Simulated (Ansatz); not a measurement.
The same calculation of FeCo, space group Pm-3m as a Python script and as an input file (Ansatz 0.2.0 through its Python package).

The script, `feco.py`:
```python
"""Single point of FeCo through the engine session."""

import ansatz
import numpy as np

deck = {
    "crystal": {
        "lattice": [[2.857, 0.0, 0.0], [0.0, 2.857, 0.0], [0.0, 0.0, 2.857]],
        "atoms": [
            {"symbol": "Fe", "position": [0.5, 0.5, 0.5], "spin": 3.5},
            {"symbol": "Co", "position": [0.0, 0.0, 0.0], "spin": -2.5},
        ],
    },
    "magnetization": {"spin_polarized": True},
    "kpoints": {"mp_grid": {"grid": [8, 8, 8]}},
    "hamiltonian": {"xc": "lda"},
    "scf": {"occupations": {"method": "gaussian", "width": 0.1}},
    "basis": {"ecutwfc": "420 eV"},
    "output": {"forces": True, "stress": True},
}

out = ansatz.Session.from_dict(deck).plan().execute()
rep = out.report

print("%-22s %14.5f eV" % ("F = E - TS", rep["free_energy_ev"]))
print("%-22s %14.5f eV" % ("E", rep["internal_energy_ev"]))
print("%-22s %14.5f eV" % ("Harris-Foulkes", rep["harris_foulkes_ev"]))
print("%-22s %14.5f eV" % ("Fermi level", rep["fermi_energy_ev"]))

# pressure is a third of the trace
sigma = rep["stress_gpa"]
voigt = [sigma[0][0], sigma[1][1], sigma[2][2], sigma[1][2], sigma[0][2], sigma[0][1]]
print("stress xx yy zz yz xz xy (GPa, compression positive):", " ".join(f"{s:.3f}" for s in voigt))
print("P =", round(10 * float(np.mean(voigt[:3])), 2), "kbar")

# forces in eV per angstrom
print("forces (eV/A)")
for site, force in zip(out.lattice.sites, rep["forces_ev_ang"]):
    print(f"  {site.symbol:2s} {force[0]:9.4f} {force[1]:9.4f} {force[2]:9.4f}")

print("site moments (muB):", [round(m, 2) for m in rep["site_moments_mub"]])
print("electrons up, down:", [round(n, 3) for n in rep["spin_occupation_sums"]])

print("doubts on the final state:", rep["published_state_doubts"] or "none")
print("warnings:", sorted({n["data"]["kind"] for n in out.notices if n["data"].get("severity") in ("warning", "doubt")}) or "none")
```

```console
$ python feco.py
RunWarning: the starting moments were not kept: 1 of 2 ended reversed and 1 kept their direction, counting a site from 0.1 μB. The largest reversed, site 1 (counted from 0, in the order of the [...]
F = E - TS                -9482.52091 eV
E                         -9482.51337 eV
Harris-Foulkes            -9482.52091 eV
Fermi level                  17.56861 eV
stress xx yy zz yz xz xy (GPa, compression positive): -18.529 -18.529 -18.529 0.000 0.000 0.000
P = -185.29 kbar
forces (eV/A)
  Fe    0.0000   -0.0000   -0.0000
  Co   -0.0000    0.0000   -0.0000
site moments (muB): [2.78, 1.81]
electrons up, down: [18.787, 14.213]
doubts on the final state: ['seeded_moment_not_kept']
warnings: ['seeded_moment_not_kept']
```
(Warnings from the package without file and line, shortened.)

`input.yaml`:
```yaml
crystal:
  lattice:
    - [2.857, 0.0, 0.0]
    - [0.0, 2.857, 0.0]
    - [0.0, 0.0, 2.857]
  atoms:
    - { symbol: Fe, position: [0.5, 0.5, 0.5], spin: 3.5 }
    - { symbol: Co, position: [0.0, 0.0, 0.0], spin: -2.5 }
magnetization:
  spin_polarized: true
kpoints:
  mp_grid: { grid: [8, 8, 8] }
hamiltonian:
  xc: lda
scf:
  occupations: { method: gaussian, width: 0.1 }
basis:
  ecutwfc: "420 eV"
output:
  forces: true
  stress: true
```

On the command line:
```console
$ ansatz run input.yaml --threads 1 --pin off --max-ram 3072MiB --backend cpu --events-out ev --progress --plain --runs-dir out
Engine: ansatz 0.2.0, x86_64-unknown-linux-gnu
Pseudopotentials: kind: paw
Pseudopotential: Fe, paw, valence charge 16, recommended cutoff 420 eV (normal), Fe.paw.azcp
Pseudopotential: Co, paw, valence charge 17, recommended cutoff 420 eV (normal), Co.paw.azcp
Functional definition: SPW92
  exchange = slater_x
  correlation = pw_c
Crystal: 2 atoms, lattice volume = 23.320 Å³
Basis set: ecut = 420 eV, 461 PW (Γ)
Bands: 24, of which v1, the nominal top of the filled ones, is band 17 counted from 1 (16 counted from 0)
Symmetry: 48 space group operations
Space group: Pm-3m (ITA 221), of the structure as read, at distance tolerance 2.9e-5 Å
Magnetic group: BNS 221.92 (UNI 1594), of the structure as read, at distance tolerance 2.9e-5 Å
k-points: 35 of 512
Non-local potential: Fe, projectors of the file, l = 0: 3, l = 1: 2, l = 2: 3, l = 3: 1
Non-local potential: Co, projectors of the file, l = 0: 3, l = 1: 2, l = 2: 3, l = 3: 1
PAW form: soft (Blöchl's): semilocal exchange-correlation on the pseudo side does not see the compensation charge
PAW frozen core: Fe, regenerated for the run's functional, and the local potential with it (the file was generated under x = pbe(κ = 0.804, μ = 0.2195149727645171), c = pbe(β = 0.06672455060314922))
PAW frozen core: Co, regenerated for the run's functional, and the local potential with it (the file was generated under x = pbe(κ = 0.804, μ = 0.2195149727645171), c = pbe(β = 0.06672455060314922))
PAW one-centre angular grid: Fe, 590 points (default); XC on 64 Gauss nodes
PAW one-centre angular grid: Co, 590 points (default); XC on 64 Gauss nodes
Initial density: superposition of atomic densities (chi_scale 0.1, normalization cell)
Starting moments: Σ|m| = 6 μB on 2 of 2 sites
Initial wavefunctions: pseudopotential atomic-orbital guess
Functional: x = slater, c = lda
SCF iter   1: F=—  HF=-9485.685034 eV  |F-HF|=—  |Δ(HF+E_count)|=         —  Δρ=4.67e-1 (↑3.69e-1 ↓4.67e-1)  dr2=2.78e0  dr2_m=3.68e1  M=4.420 μB ∫|m|=4.473 μB  β_m=0.30  ethr=3.10e-3  ⟨swp⟩=4.8  Hψ=6173  notcnv=0  defer=18
Mixer restart at iter 1: flushing history
preconditioner: auto → none  [metal: Δε(μ)=0.014 eV  Ē_g=9.663 eV  σ=0.100 eV  W_gap=0.08  n_scr=6 (ndim 8)  ℏωp=31.7 eV  f_vac=0.000  D(μ)=1.68/eV (n_scr^D=18)  sad-step TF]
SCF iter   2: F=—  HF=-9483.125249 eV  |F-HF|=—  |Δ(HF+E_count)|=         —  Δρ=3.06e-1 (↑2.98e-1 ↓3.06e-1)  dr2=2.66e-1  dr2_m=1.94e1  M=4.568 μB ∫|m|=4.648 μB  β_m=0.30  ethr=3.10e-3  ⟨swp⟩=2.7  Hψ=3520  notcnv=0  defer=142
Mixer restart at iter 2: flushing history
SCF iter   3: F=—  HF=-9482.599223 eV  |F-HF|=—  |Δ(HF+E_count)|=   5.26e-1  Δρ=2.21e-1 (↑2.21e-1 ↓2.16e-1)  dr2=1.76e-2  dr2_m=1.02e1  M=4.595 μB ∫|m|=4.693 μB  β_m=0.65  ethr=8.07e-4  ⟨swp⟩=2.5  Hψ=2695  notcnv=0  defer=142
SCF iter   4: F=—  HF=-9483.701186 eV  |F-HF|=—  |Δ(HF+E_count)|=    1.10e0  Δρ=1.09e-1 (↑1.09e-1 ↓5.96e-2)  dr2=4.64e0  dr2_m=1.48e-1  M=4.444 μB ∫|m|=4.550 μB  β_m=0.46  ethr=5.34e-5  ⟨swp⟩=3.4  Hψ=5082  notcnv=0  defer=134
SCF iter   5: F=—  HF=-9482.531693 eV  |F-HF|=—  |Δ(HF+E_count)|=    1.17e0  Δρ=1.74e-2 (↑1.06e-2 ↓1.74e-2)  dr2=1.29e-1  dr2_m=4.02e-3  M=4.576 μB ∫|m|=4.704 μB  β_m=0.39  ethr=5.34e-5  ⟨swp⟩=3.5  Hψ=5289  notcnv=0  defer=144
SCF iter   6: F=—  HF=-9482.519370 eV  |F-HF|=—  |Δ(HF+E_count)|=   1.23e-2  Δρ=6.62e-3 (↑4.13e-3 ↓6.62e-3)  dr2=1.82e-2  dr2_m=8.31e-4  M=4.582 μB ∫|m|=4.707 μB  β_m=0.42  ethr=5.34e-5  ⟨swp⟩=2.0  Hψ=3617  notcnv=0  defer=154
SCF iter   7: F=—  HF=-9482.519512 eV  |F-HF|=—  |Δ(HF+E_count)|=   1.41e-4  Δρ=2.39e-3 (↑2.09e-3 ↓2.39e-3)  dr2=2.94e-3  dr2_m=2.29e-4  M=4.579 μB ∫|m|=4.704 μB  β_m=0.71  ethr=5.34e-5  ⟨swp⟩=1.0  Hψ=1714  notcnv=0  defer=154
SCF iter   8: F=—  HF=-9482.520858 eV  |F-HF|=—  |Δ(HF+E_count)|=   1.35e-3  Δρ=3.81e-4 (↑2.98e-4 ↓3.81e-4)  dr2=1.01e-5  dr2_m=1.96e-5  M=4.574 μB ∫|m|=4.700 μB  β_m=0.84  ethr=8.90e-6  ⟨swp⟩=2.1  Hψ=2155  notcnv=0  defer=154
SCF iter   9: F=—  HF=-9482.520906 eV  |F-HF|=—  |Δ(HF+E_count)|=   4.84e-5  Δρ=6.94e-5 (↑6.94e-5 ↓6.27e-5)  dr2=8.98e-7  dr2_m=6.96e-7  M=4.573 μB ∫|m|=4.699 μB  β_m=0.92  ethr=3.05e-8  ⟨swp⟩=2.0  Hψ=2806  notcnv=0  defer=154
SCF iter  10: F=—  HF=-9482.520907 eV  |F-HF|=—  |Δ(HF+E_count)|=   6.05e-7  Δρ=1.27e-5 (↑1.27e-5 ↓1.20e-5)  dr2=7.34e-8  dr2_m=2.64e-9  M=4.573 μB ∫|m|=4.699 μB  β_m=0.91  ethr=2.72e-9  ⟨swp⟩=1.8  Hψ=1992  notcnv=0  defer=154
SCF iter  11: F=—  HF=-9482.520907 eV  |F-HF|=—  |Δ(HF+E_count)|=   7.43e-9  Δρ=2.10e-5 (↑5.23e-6 ↓2.10e-5)  dr2=1.27e-7  dr2_m=1.54e-8  M=4.573 μB ∫|m|=4.699 μB  β_m=0.96  ethr=2.22e-10  ⟨swp⟩=2.4  Hψ=2546  notcnv=0  defer=154
SCF iter  12: F=-9482.520907 eV  HF=-9482.520907 eV  |F-HF|=8.99e-9  |Δ(HF+E_count)|=   5.97e-9  Δρ=5.85e-6 (↑1.69e-6 ↓5.85e-6)  dr2=1.00e-8  dr2_m=1.15e-9  M=4.573 μB ∫|m|=4.699 μB  ethr=2.22e-10  ⟨swp⟩=2.0  Hψ=4629  notcnv=0
SCF 1 converged in 12 iterations: F = -9482.520907 eV  dr2 = 1.00e-8
  greatest PAW one-centre occupation: 1.003 electrons in one spin orbital (limit 2), on the Fe atom at site 0 (counted from 0), in its partial waves of l = 1
SCF converged after 12 iterations
Magnetization: 4.5731 μB (18.7866 up, 14.2134 down)
Absolute magnetization: 4.6994 μB (∫|ρ↑−ρ↓|, with the PAW one-centre terms)
Spin contamination: 0.0518 ħ² per cell (⟨S²⟩ above its minimum at these occupations)
Per-site moments (μB) at R_I (Å): [(2.7838273457836284, 1.0206217636775083), (1.8123991720437733, 1.0206217636775083)]
Free energy (F): -9482.520907 eV
Harris-Foulkes:  -9482.520907 eV  (|F-HF|=8.99e-9)
Internal energy: -9482.513365 eV  (E = F + TS)
E sigma→0 (E₀):  -9482.517136 eV
Entropy (-TS):   -0.007542 eV (-3.771 meV/atom)
Fermi energy:    17.568608 eV
--- Per-component energies (eV) ---
  E_band       = -495.011433
  E_kinetic    = 800.506511
  E_local      = -5042.036567  (includes V_loc(G=0)·N_el)
  E_nonlocal   = 683.816757
  E_hartree    = 2102.504436
  E_xc         = -273.367143
  E_vxc        = -354.405539  (∫ρ·V_xc dr)
  E_paw        = -2758.528713  (= ΣΔE_a)
  E_vpaw       = -787.905756  (= ΣTr[D̂ρ^β])
  E_aug_tail   = 0.000719  (compensation charges beyond the density's cutoff)
  E_ewald      = -4996.229151
  E_core_change = 0.819786  (= ΣΔE_core)
  E_smearing   = -0.007542  (= −TS)
  E_closure    = 0.000000  (closes the sum)
  Σ components = -9482.520907   (vs F -9482.520907, Δ=0.00e0)
--- Forces (eV/Å), atoms counted from 1 ---
  atom   1  Fe     0.00000000    -0.00000000    -0.00000000
  atom   2  Co    -0.00000000     0.00000000    -0.00000000
  max |Σ_I F_I| component: 9.11e-29 eV/Å
--- Stress (GPa, compression-positive) ---
      -18.529402       0.000000       0.000000
        0.000000     -18.529402       0.000000
        0.000000       0.000000     -18.529402
  P = ⅓ Tr σ = -18.5294 GPa (-185.294 kbar)
```

Notes:
- The settings weren't tested for convergence.
- The SCF didn't keep the moments it started from (some shrank, vanished or turned); what is printed is the state reached.
- For a metal this k-point mesh is coarse: on a finer one energies can move by several to tens of meV an atom and pressures by half a GPa or more, differences at one mesh by less.
- An absolute Fermi energy rests on an arbitrary zero of the periodic potential and has no direct meaning.
- At these settings the cell as given stands under about -19 GPa, so it isn't at this functional's equilibrium volume.
- The starting cell is as deposited in a crystallographic database; the results hold for this polymorph, which needn't be the stable one.
- The whole script took 4.6 s on 1 thread of Intel(R) Xeon(R) Platinum 8259CL CPU @ 2.50GHz (Skylake/Cascade Lake), with other jobs on the host, peak memory 0.42 GiB.

(Lines on the test bed's own set-up are left out of the output.)
